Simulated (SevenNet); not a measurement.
Zinc-blende ZnTe

These are the machine-learned potential SevenNet-0 (trained on PBE and PBE+U data) values and carry that method's errors.

Cell (relaxed at this level):

ZnTe is modelled in the cubic space group F-43m (No. 216), the zinc blende structure, Pearson symbol cF8. Lattice parameters: a = 6.184 Å, b = 6.184 Å, c = 6.184 Å, α = 90.00°, β = 90.00°, γ = 90.00°. Zn on 4a is surrounded by 4 Te at 2.678 Å (tetrahedral). Te on 4c sees 4 Zn at 2.678 Å (tetrahedral). (Neighbours: up to the widest gap in distance over summed covalent radii, below 1.35, at either atom; cation-cation and far metal-metal contacts left out.)
(The calculation used a cell of 2 atoms; values per cell refer to that cell.)

bulk modulus: 42.8 GPa
elastic constant C11: 55.9 GPa
elastic constant C12: 36.2 GPa
elastic constant C44: 21.4 GPa
zone-centre TO phonon frequency: 156 cm⁻¹

Measured, for comparison: elastic constant C11 71.1 GPa, elastic constant C12 40.7 GPa, elastic constant C44 31.3 GPa (temperature not stated, no zero-point or thermal correction; as tabulated in Oses et al. (2018), arXiv:1811.08464); zone-centre TO phonon frequency 177 ± 2 cm⁻¹ (room temperature, no zero-point or thermal correction, neutron, our sources range from 175 to 177; as tabulated in Vagelatos et al., J. Chem. Phys. (1974)). Computed (rounded) less measured: elastic constant C11 -21 %, elastic constant C12 -11 %, elastic constant C44 -32 %, zone-centre TO phonon frequency -12 % (-11 % to -12 % over the range).

A machine-learned potential is trained on density-functional data: it inherits that level's misses and adds fitting errors of its own.

Note: no long-range dipole term: LO-TO splitting at the zone centre is missing.

Elastic constants are with the ions relaxed.
